**Q:** The same crystal has been calculated at seven volumes here. Where would it come to rest if nobody pressed on it?

ABACUS 3.10.1 plane-wave DFT for MoS₂ (R-3m, 3 atoms per cell): PBE without dispersion correction, no spin polarisation, PseudoDojo NC SR 0.4.1 PBE standard potentials, cutoff 1102 eV, 10×10×10 k mesh, Fermi–Dirac smearing 0.05 eV. Cell shape and fractional coordinates are fixed; energies are counted from the minimum of the fitted curve.

```csv
volume (Å³/atom),energy (meV/atom),pressure (GPa)
16.68,113.39,19.670
17.04,74.64,15.380
17.39,44.93,11.500
17.75,23.39,8.000
18.11,9.21,4.840
18.46,1.68,1.990
18.82,0.15,-0.580
```

**A:** Look for the place where the pressure changes sign. The column gives the pressure, averaged over directions, that must act from outside to hold the crystal at that volume while the shape of its cell is kept fixed. It falls from row to row, and between 18.46 and 18.82 Å³ per atom it passes through zero. A straight line between those two rows puts the crossing close to 18.73 Å³ per atom.

The energies agree. A Birch–Murnaghan curve, the usual smooth law for the energy of a compressed solid, fitted to all seven of them, has its minimum at 18.73 Å³ per atom, less than a hundredth of a cubic ångström from that crossing. The energy column is counted from that minimum, which is why no row shows exactly zero. Six rows are squeezed and only the last is stretched, so the table tells you far more about compression than about tension.

**Q:** The cell that the calculation started from has 17.75 Å³ per atom. It wants to swell by 5.5 %. MoS₂ is a layered crystal, so are the layers moving apart?

**A:** That would be a natural thing for a layered crystal to do, but this calculation did not let it choose. The shape of the cell and the relative positions of the atoms were held fixed while the volume changed. Every length therefore grows by the same 1.8 %, about a third of the growth in volume. The gap between the layers widens by that fraction, and so does the Mo–S bond, from 2.385 to 2.428 Å.

What the numbers do show is that the starting cell is too small for this level of theory, by an amount that takes 8 GPa to enforce. They do not show which part of the structure is pushing. Squeezed bonds and squeezed gaps can both add to the pressure, and uniform scaling ties them together.

**Q:** Then let me treat the whole crystal as one spring. Can I predict the energy of that starting cell from the stiffness at the minimum?

**A:** Nearly, and the way it fails is instructive. Let $V_0$ be the volume at the minimum and $s=(V_0-V)/V_0$ the fractional compression. The bulk modulus $B$ is the pressure needed per unit of fractional compression, and $B_0$ is its value at the minimum. If every equal loss of volume cost the same rise in pressure, the pressure would be $B_0 s$, and the energy, which is the work done against it, would be a parabola:

$$E \approx \tfrac12 B_0 V_0 s^2 .$$

The fitted curve gives $B_0=132.1$ GPa and $V_0=18.733$ Å³ per atom. For the starting cell $s=(18.733-17.75)/18.733=0.0525$. A pressure times a volume is an energy, and converted to meV the parabola predicts

$$E \approx \tfrac12 \times 132.1\ \text{GPa} \times 18.733\ \text{Å}^3 \times 0.0525^2 \approx 21.3\ \text{meV per atom}.$$

The table has 23.39 meV. This row took part in the fit that supplied the constants, so the shortfall is not a matter of poor constants. It belongs to the idea of an unchanging spring. At the smallest volume the parabola falls short by 19 % of the computed energy, and it is too low on all six compressed rows.

**Q:** So the spring gets harder as I press. Can I see that directly, without trusting a fitted curve?

**A:** Yes, from the pressures alone. Take two neighbouring rows, divide the rise in pressure by the fractional loss of volume, and you have the modulus in that interval. With the unrounded volumes, which lie 0.355 Å³ per atom apart, it is about 135 GPa between the two largest. Between the two smallest it is about 204 GPa, half as much again, and it rises at every step in between.

Put this in terms of bond length and it becomes striking. From the middle of one of these intervals to the middle of the other, the Mo–S distance shrinks by only 3.3 %. On average, contacts that are one per cent shorter make the crystal about 13 % stiffer. Part of this steepness is geometry, since one per cent in length is three per cent in volume. The rest needs a physical reason.

The same stiffening repairs the parabola. Suppose the modulus rises linearly with the pressure, $B=B_0+B'P$, where $P$ is the pressure and $B'$ a plain number. The energy then gains a correction:

$$E \approx \tfrac12 B_0 V_0 s^2\left[1+\frac{(B'+1)\,s}{3}\right].$$

The 1 beside $B'$ appears because a given loss of volume is a larger fraction of an already smaller crystal. With $B'=4.35$ from the same fit, the bracket for the starting cell is $1+5.35\times0.0525/3\approx1.09$. That lifts the estimate to 23.2 meV, close to the computed value. At the smallest volume the corrected formula still falls 3 % short, because there the higher powers of $s$, which the formula leaves out, have begun to count.

**Q:** Why should a crystal harden so strongly when its atoms move by so little?

**A:** Because two opposing forces balance at the minimum, and they change with distance at very different rates. Bonding between molybdenum and sulfur pulls the atoms together, and this pull varies rather gently as they approach. The repulsion comes from the overlap of electron clouds that are already occupied. The Pauli principle forces the electrons there into states of higher kinetic energy, and this cost climbs almost exponentially as the distance shrinks.

At rest the pull and the push are equal, so neither shows up as a net force. Stiffness, however, measures how fast the net force changes when you move the atoms. There the two do not cancel, and the steeper one, the repulsion, decides. A small step inward lands you on a still steeper part of the repulsion, so the crystal is harder than before.

This is a general argument about solids, not a result of these runs. The table shows the hardening itself but does not divide it between the Mo–S bonds and the sulfur–sulfur contacts across the gap. The reasoning also gives you a rule for the other direction: pull the atoms apart and the crystal should soften. For practical work it means that a modulus belongs to a particular volume. If you take it from a cell that is still under pressure, you will overestimate the stiffness of the crystal at rest.

**Q:** Good. Then 132 GPa at rest is the number I should use for a piece of MoS₂ under pressure?

**A:** No, and the reason is the fixed shape. A real layered crystal under pressure looks for the cheapest way to lose volume. It closes the soft gaps between the layers first and largely spares the strong bonds inside them. Here that way out was barred: each bond had to shorten by the same fraction as each gap. The 132 GPa is the resistance to that forced, uniform shrinking.

You can see which way the freedom would act without another calculation. Start from a cell whose shape and atomic positions are already at their best, and compress it twice, once rigidly scaled and once free to adjust. The free crystal can always copy the rigid one, so at each volume its energy is equal or lower. The two energy curves touch at the start and the free one rises less steeply, which means a smaller modulus. The cell used here was not shown to have its best shape, so the argument gives only the direction to expect. To find the size of the effect, you would need a calculation with both the shape and the atomic positions released.

There is also the question of which MoS₂ this is. Molybdenum sits in an octahedron of six sulfur atoms, as in the layers of the metastable 1T form, and not in the trigonal prism of the common semiconducting 2H form. The three-atom cell also keeps the metal atoms from clustering, as they are known to do in 1T. A modulus measured on the 2H form is therefore no clean test of the 132 GPa, because the structure differs as well as the freedom to change shape.

**Q:** And if I switched on a dispersion correction, since the functional used here underbinds layers?

**A:** You would add an attraction, and in this rigid cell an attraction acts like extra pressure from outside. The modulus tells you how the crystal would answer. Near the minimum, each additional 1 GPa takes away about 0.14 Å³ per atom, or 0.8 % of the volume. The resting volume would therefore move down from 18.73 Å³ per atom.

You can turn the question round and ask what it would take to make the starting cell the resting one. The dispersion forces would have to supply the whole 8 GPa that now has to come from outside. Whether they pull that hard at this volume, only a run with the correction can tell. If the shape were free as well, most of the contraction should go into the gaps, because they are soft and because the added attraction acts mainly across them.

**Q:** Last question. The energies are printed to a hundredth of a meV. Which digits may I believe?

**A:** It depends on what you want to believe about them. As a description of this one calculation, the digits hold up well. Adding up the work done by the pressures over the whole range, by Simpson's rule on the seven rows with their unrounded spacing, gives 113.2 meV per atom between the two end volumes. The energy column gives the same to that precision. The Birch–Murnaghan curve misses the seven energies by typically less than 0.002 meV per atom, so even their hundredths follow a smooth curve. The fitted energy curve also returns every pressure to within about 0.01 GPa, provided you use unrounded volumes. With the printed ones, rounding alone can shift a pressure near the minimum by up to 0.035 GPa.

Such agreement means that the energies and pressures belong to the same smooth curve. It does not prove that a denser mesh or a higher cutoff would leave that curve in place, and still less that the functional is right. Another functional may well move the volume by a per cent, which here is already 0.2 Å³ per atom. So use every printed digit of the energies when you compare one row with another. The pressures were rounded to hundredths of a GPa, and the zero in their third decimal place tells you nothing. When you speak of the material, say that this octahedral form, scaled uniformly, rests near 18.7 Å³ per atom with a modulus of about 130 GPa.
